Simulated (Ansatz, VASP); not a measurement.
**GaN in VASP and in Ansatz**

File INCAR:

```
PREC = Accurate ; ENCUT = 600
EDIFF = 1E-7 ; ISMEAR = 0
SIGMA = 0.05 ; LREAL = False
LASPH = True ; NELM = 80
ALGO = Normal ; ISIF = 4
LWAVE = False ; LCHARG = False
GGA = B5 ; ALDAX = 1.0
AGGAX = 1.0 ; AGGAC = 1.0
ALDAC = 0.0 ; IVDW = 12
VDW_S6 = 1.0 ; VDW_S8 = 2.6996
VDW_A1 = 0.4298 ; VDW_A2 = 4.2359
IBRION = 2 ; NSW = 60
EDIFFG = -0.01
```

File KPOINTS:

```
regular mesh
0
Gamma
  8 8 6
```

Contents of POSCAR:

```
GaN
1.0
    3.1578960879      0.0000000001      0.0000000000
   -1.5789480440      2.7348182345      0.0000000000
    0.0000000000      0.0000000000      5.1553225762
Ga N
2 2
Direct
    0.3333333333      0.6666666667     -0.0005890889
    0.6666666667      0.3333333333      0.4994109111
    0.3333333333      0.6666666667      0.3755890889
    0.6666666667      0.3333333333      0.8755890889
```

Input for Ansatz:

```yaml
crystal:
  lattice:
    - [3.1578960879, 1.0e-10, 0.0]
    - [-1.578948044, 2.7348182345, 0.0]
    - [0.0, 0.0, 5.1553225762]
  atoms:
    - { symbol: Ga, position: [0.3333333333, 0.6666666667, -0.0005890889] }
    - { symbol: Ga, position: [0.6666666667, 0.3333333333, 0.4994109111] }
    - { symbol: "N", position: [0.3333333333, 0.6666666667, 0.3755890889] }
    - { symbol: "N", position: [0.6666666667, 0.3333333333, 0.8755890889] }
basis:
  ecutwfc: 420
  ecutrho_ratio: 4
kpoints:
  mp_grid: { grid: [8, 8, 6] }
hamiltonian:
  xc: blyp
  dispersion: d3bj
scf:
  occupations: { method: gaussian, width: 0.05 }
output:
  forces: true
  stress: true
  eigenvalues: true
relax:
  f_tol: 0.01
  max_steps: 40
  cell: { stress_tol: 0.1, fix: [volume] }
```

Alike in both runs: task relaxation of shape and atoms at fixed volume; functional BLYP; dispersion D3(BJ); k mesh 8 × 8 × 6; occupations gaussian, width 0.05 eV; no spin polarisation.

```csv
,VASP,Ansatz
version,VASP 6.6.1,Ansatz 0.2.0
potentials or method,"VASP PAW PBE potentials, release 64 (Ga_d, N)","scalar-relativistic, plane waves, PAW"
plane-wave cutoff (eV),600,420
valence electrons in the cell,36,36
```

Ansatz gave:

- gap on the k mesh at the Fermi level, each at its own relaxed structure (eV): 2.17
- relaxed volume (Å³/atom): 11.13
- relaxed cell length with the largest relative difference (Å): 5.155

Problem. Which values does VASP return?

Solution. gap on the k mesh at the Fermi level, each at its own relaxed structure (eV): 2.16; relaxed volume (Å³/atom): 11.13; relaxed cell length with the largest relative difference (Å): 5.154.

Caveats: the PAW data sets were made with another functional, which shifts forces and pressure a little (VASP).
